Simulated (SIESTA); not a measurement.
Runs of SIESTA 5.4.2 on Zn. The cell holds a slab with vacuum, 6 atoms: a = 2.617 Å, b = 2.619 Å, c = 27.159 Å, α = 90.00°, β = 90.00°, γ = 119.98°. The slab is cut from a database's or a generator's crystal, which needn't be the stable form of the element.

```csv
level,gap on the mesh (eV),largest force (eV/Å)
vdW-DF-C09,none,0.15
VV10,none,(a)
PBE,none,0.07
optB88-vdW,none,0.07
vdW-DF-cx,none,0.10
vdW-DF,none,0.27
vdW-DF2,none,(b)
```

Alike in all rows: task band structure; potentials or basis PseudoDojo 0.4 standard (PBE files), DZP (energy shift 0.003 Ry; two zetas on semicore shells); no spin polarisation; cell as given; k mesh 12 × 12 × 1; smearing fermi-dirac 0.05 eV; grid cutoff 800 Ry; energy shift 0.003 Ry.

Estimate the missing entries.

(a) 0.06; (b) 0.36.

Caveats: the valence orbitals were made in a potential fitted to the semicore shell under them, which widens gaps by tenths of an eV or more; the basis of atomic orbitals isn't converged, which shifts pressures, moduli and gaps; the potentials were made for another functional, which shifts forces and pressure (some runs); the non-local part is tabulated coarsely and may be off by about a percent (some runs).

A gap of «none» marks a metal or a gap under the smearing width.
